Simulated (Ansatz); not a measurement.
**SiO2 (I-42d): a vacancy on Si**

An exercise on one series of results from a longer session: the logs are not shown, and one member is left open.

Method: DFT PBE, scalar-relativistic, plane waves, PAW, in Ansatz 0.2.0.

4 further runs of the same task are left out: 4 set aside as unsound or not needed.

**The structure to begin with**

The cell holds 23 atoms (O16Si7): a = 7.108 Å, b = 7.108 Å, c = 7.372 Å, α = 90.00°, β = 90.00°, γ = 90.00°.

The coordinates of this cell stand in the input of its own run.

The host was relaxed before at PBE: a = 5.026 Å, b = 5.026 Å, c = 7.372 Å, α = 90.00°, β = 90.00°, γ = 90.00° (conventional cell), 15.520 Å³/atom.

Places, in fractions of the supercell: a vacancy on Si at (0.500, 0.000, 0.500). Its neighbours start displaced at random by about 0.03 Å.

The first run:

input.yaml reads:

```yaml
crystal:
  lattice:
    - [-2.5131486988, 2.5131486988, 3.6858705117]
    - [2.5131486988, -2.5131486988, 3.6858705117]
    - [2.5131486988, 2.5131486988, -3.6858705117]
  atoms:
    - { symbol: Si, position: [0.0, 0.0, 0.0] }
    - { symbol: Si, position: [0.75, 0.25, 0.5] }
    - { symbol: O, position: [0.375, 0.217478609, 0.342478609] }
    - { symbol: O, position: [0.967478609, 0.625, 0.842478609] }
    - { symbol: O, position: [0.782521391, 0.125, 0.157521391] }
    - { symbol: O, position: [0.875, 0.032521391, 0.657521391] }
basis:
  ecutwfc: 420
  xc_grid: 2
kpoints:
  mp_grid: { grid: [6, 6, 6] }
  band_path: { path: [VBM, CBM], npoints: 2 }
hamiltonian:
  xc: pbe
scf:
  occupations: { method: gaussian, width: 0.02 }
output:
  forces: true
  stress: true
  eigenvalues: true
```

Started as:

```console
> ansatz run input.yaml --threads 8 --pin off --max-ram 16384MiB --backend cpu --events-out ev --progress --plain --runs-dir out
```

Among the steps run: Band edges of the host over the zone; Dielectric tensors of the host, without U; The perfect crystal in the supercell of 24 atoms; Charge 0, atoms relaxed; Charge -1, atoms relaxed; More of the same log: V_Si, charge -1, atoms relaxed at the host's cell; Charge -4, atoms relaxed; More of the same log: V_Si, charge -4, atoms relaxed at the host's cell.

One of the session's tables, all rows but one given; the rest of the session is left out.

```
      state  cell moment (μB)
ideal sites              0.00
   charge 0              4.00
  charge -1                 ?
  charge -4              0.00
```

**Question.** Estimate the row for charge -1.

As computed: cell moment (μB): 3.00. In the column «cell moment (μB)» it lies between charge -4 (0.00) and charge 0 (4.00).

To keep in mind: The program doubts the potential alignment. Warnings in the runs' records: seeded moment not kept.
